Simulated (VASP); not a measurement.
Write the native input for VASP 6.6.1 that does the following.

```
Task                   : optical spectrum
Functional             : PBE
Potentials or basis    : VASP PAW PBE potentials, release 64 (Cd, Se)
Cutoff                 : 520 eV
k mesh                 : 9 × 9 × 4
Occupations            : gaussian, width 0.03 eV
Spin                   : no spin polarisation
Further INCAR settings : ALGO = Fast; EDIFF = 1e-06; NBANDS = 66
```

The structure of CdSe (Cadmoselite) lies in POSCAR:

```
CdSe                                    
1.0
    4.3096852295      0.0000000000      0.0000000000
   -2.1548426148      3.7322968911      0.0000000000
    0.0000000000      0.0000000000      7.0351851828
  Cd              Se            
     2     2
Direct
     0.3333333332999970    0.6666666667000030    0.0046653508420675
     0.6666666667000030    0.3333333332999970    0.5046653508420675
     0.3333333332999970    0.6666666667000030    0.3803346491579305
     0.6666666667000030    0.3333333332999970    0.8803346491579305
```

One way to write it, as run:

INCAR

```
SYSTEM = CdSe
PREC = Accurate
ENCUT = 520
EDIFF = 1E-6
ISMEAR = 0
SIGMA = 0.03
LREAL = .False.
LASPH = .True.
NELM = 80
ALGO = Fast
ISIF = 2
LWAVE = .False.
LCHARG = .False.
GGA = PE
LOPTICS = .True.
NBANDS = 66
NEDOS = 1000
CSHIFT = 0.05
KPAR = 2
```

KPOINTS

```
regular mesh
0
Gamma
  9 9 4
  0 0 0
```

Potentials or basis: VASP PAW PBE potentials, release 64 (Cd, Se).

Launch:

```sh
$ cat potpaw_PBE.64/Cd/POTCAR potpaw_PBE.64/Se/POTCAR > POTCAR
$ mpirun -np 2 vasp_std > vasp.out
```

It gave:

- Pressure: 2.9 GPa
- Largest force: 0.004 eV/Å
- Band gap on the k mesh: 0.65 eV, direct

Caveat: spectra need much finer meshes, so this one isn't converged; independent-particle spectra lack excitons.

Wall time 2.1 min on 2 MPI ranks on Intel(R) Xeon(R) Platinum 8559C (Emerald Rapids), with other jobs on the host, peak memory 0.48 GiB a rank.
